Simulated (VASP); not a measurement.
Calculation: PBE GGA, VASP's PBE PAW potentials (set 64) (plane waves; VASP).

Input for VASP

**KPOINTS**
```
Automatic mesh
0
Gamma
9 9 9
0 0 0
```

### POSCAR
```
Li2O
1.0
  0.0000000000   2.2331803892   2.2331803892
  2.2331803892   0.0000000000   2.2331803892
  2.2331803892   2.2331803892   0.0000000000
Li O
2 1
Cart
  1.1165901946   1.1165901946   1.1165901946
  3.3497705838   3.3497705838   3.3497705838
  0.0000000000   0.0000000000   0.0000000000
```

**INCAR**
```
SYSTEM  =  Li2O
PREC  =  Accurate; ENCUT  =  620; LREAL  =  F
LASPH  =  T
EDIFF  =  1E-6; NELM  =  100; ALGO  =  Normal
ISMEAR  =  0; SIGMA  =  0.05
GGA  =  PE
IBRION  =  2; NSW  =  40; ISIF  =  3
EDIFFG  =  -0.02; PSTRESS  =  100
LWAVE  =  F; LCHARG  =  F
```

POTCAR, in this order: Li_sv O (PBE.64 set). Program: vasp_std.

Output of the run:

### OSZICAR
```
       N       E                     dE             d eps       ncg     rms          rms(c)
DAV:   1     0.483587813787E+02    0.48359E+02   -0.68938E+03   700   0.146E+03
DAV:   2    -0.106702097143E+02   -0.59029E+02   -0.56233E+02   820   0.258E+02
DAV:   3    -0.159742693042E+02   -0.53041E+01   -0.52833E+01  1250   0.679E+01
DAV:   4    -0.160775638191E+02   -0.10329E+00   -0.10325E+00   954   0.983E+00
DAV:   5    -0.160778373137E+02   -0.27349E-03   -0.27347E-03  1026   0.513E-01    0.758E+00
DAV:   6    -0.142879428376E+02    0.17899E+01   -0.92325E+00   706   0.201E+01    0.270E+00
DAV:   7    -0.142702467095E+02    0.17696E-01   -0.17986E-01   798   0.391E+00    0.150E+00
DAV:   8    -0.142729985963E+02   -0.27519E-02   -0.57907E-02   856   0.302E+00    0.354E-01
DAV:   9    -0.142718540904E+02    0.11445E-02   -0.82100E-03   880   0.830E-01    0.107E-01
DAV:  10    -0.142722468411E+02   -0.39275E-03   -0.93404E-04   760   0.266E-01    0.401E-02
DAV:  11    -0.142722371557E+02    0.96855E-05   -0.33158E-05   958   0.781E-02    0.947E-03
DAV:  12    -0.142722386996E+02   -0.15439E-05   -0.40220E-06   864   0.208E-02    0.208E-03
DAV:  13    -0.142722387423E+02   -0.42711E-07   -0.49127E-07   570   0.834E-03
   1 F= -.12881995E+02 E0= -.12881995E+02  d E =-.128820E+02
```

OUTCAR:
```
------------------------ aborting loop because EDIFF is reached ----------------------------------------
  FORCE on cell =-STRESS in cart. coord.  units (eV):
  Direction    XX          YY          ZZ          XY          YZ          ZX
  --------------------------------------------------------------------------------------
  Total        1.3942360      1.3942360      1.3942360     -0.0000000      0.0000000      0.0000000
  in kB      100.2871892    100.2871892    100.2871892     -0.0000000      0.0000000      0.0000000
  external PRESSURE =       0.2871892 kB  Pullay stress =     100.0000000 kB
  volume of cell :       22.27
      direct lattice vectors                 reciprocal lattice vectors
     0.000000000  2.233180389  2.233180389    -0.223895930  0.223895930  0.223895930
     2.233180389  0.000000000  2.233180389     0.223895930 -0.223895930  0.223895930
     2.233180389  2.233180389  0.000000000     0.223895930  0.223895930 -0.223895930
 POSITION                                       TOTAL-FORCE (eV/Angst)
 -----------------------------------------------------------------------------------
      1.11659      1.11659      1.11659         0.000000      0.000000      0.000000
      3.34977      3.34977      3.34977        -0.000000     -0.000000     -0.000000
      0.00000      0.00000      0.00000        -0.000000     -0.000000     -0.000000
 -----------------------------------------------------------------------------------
    total drift:                                0.000000      0.000000      0.000000
  FREE ENERGIE OF THE ION-ELECTRON SYSTEM (eV)
  ---------------------------------------------------
  free  energy   TOTEN  =       -14.2722387423 eV

  energy  without entropy=      -14.2722387423  energy(sigma->0) =      -14.27223874
  enthalpy is  TOTEN    =       -12.8819953822 eV   P V=        1.3902433600

 reached required accuracy - stopping structural energy minimisation
```
(Selected blocks of OUTCAR.)

**OUTCAR**
```
 val. band max:        1.9048494676   @ k =   0.0000   0.0000   0.0000

 cond. band min:       7.1885974462   @ k =   0.4444   0.4444   0.0000


 Fermi energy:         2.1406522945

 k-point     1 :       0.0000    0.0000    0.0000
  band No.  band energies     occupation
      1     -40.9169      2.00000
      2     -40.4629      2.00000
      3     -13.7110      2.00000
      4       1.9048      2.00000
      5       1.9048      2.00000
      6       1.9048      2.00000
      7       7.9601      0.00000
      8      14.4275      0.00000
      9      14.4275      0.00000
     10      14.4276      0.00000

 k-point     2 :       0.1111    0.0000    0.0000
  band No.  band energies     occupation
      1     -40.9008      2.00000
      2     -40.4749      2.00000
      3     -13.6869      2.00000
      4       1.4622      2.00000
      5       1.8390      2.00000
      6       1.8390      2.00000
      7       8.2825      0.00000
      8      14.5033      0.00000
      9      14.6239      0.00000
     10      14.6240      0.00000

 k-point     3 :       0.2222    0.0000    0.0000
  band No.  band energies     occupation
      1     -40.8553      2.00000
      2     -40.5086      2.00000
      3     -13.6225      2.00000
      4       0.4839      2.00000
      5       1.6816      2.00000
      6       1.6816      2.00000
      7       9.0964      0.00000
      8      14.5023      0.00000
      9      14.9252      0.00000
     10      14.9252      0.00000

 k-point     4 :       0.3333    0.0000    0.0000
  band No.  band energies     occupation
      1     -40.7881      2.00000
      2     -40.5620      2.00000
      3     -13.5428      2.00000
      4      -0.4722      2.00000
      5       1.5164      2.00000
      6       1.5164      2.00000
      7      10.2114      0.00000
      8      14.0411      0.00000
      9      14.8280      0.00000
     10      14.8281      0.00000

 k-point     5 :       0.4444    0.0000    0.0000
...
```

The compound is Li2O in the antifluorite structure. It was relaxed first under an external pressure of 10 GPa.
